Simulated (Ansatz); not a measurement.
# KF: changes ranked by their effect on the pressure

```yaml
crystal:
  lattice:
    - [3.25895, 0.00000, 0.00000]
    - [0.00000, 3.25895, 0.00000]
    - [0.00000, 0.00000, 3.25895]
  atoms:
    - { symbol: K, position: [0.00000, 0.00000, 0.00000] }
    - { symbol: F, position: [0.50000, 0.50000, 0.50000] }
```

Atom numbers follow the list: K1, F2.

Conventional cell: a = 3.259 Å, b = 3.259 Å, c = 3.259 Å, α = 90.00°, β = 90.00°, γ = 90.00°. K (atom 1) is surrounded by 8 F at 2.82 Å. F (atom 2) has 8 K at 2.82 Å as nearest neighbours.

The cell is the one relaxed in the Materials Project (mp-8454), not relaxed further here; entries there can be hypothetical.

Level of theory: DFT, LDA, all-electron LAPW, scalar-relativistic (Ansatz 0.2.0).

Sampling and basis: a Γ-centred 9×9×9 k mesh, Fermi–Dirac smearing of 0.02 eV, basis error target 0.5 meV/atom, no spin polarisation.

In this reference run the pressure is -5.7 GPa (positive in compression). Each change below is made alone, on the same k mesh, with fractional coordinates held unless an atom is moved; x, y and z are the Cartesian axes.

Question: Order the changes by the shift of the pressure, most negative first.
A. volume scaled by 1.02
B. functional pbesol
C. volume scaled by 0.98
D. z strained by -1 % at fixed volume
E. functional pbe

Answer: A (-0.4 GPa), D (0.0 GPa), C (+0.4 GPa), B (+3.3 GPa), E (+5.7 GPa).
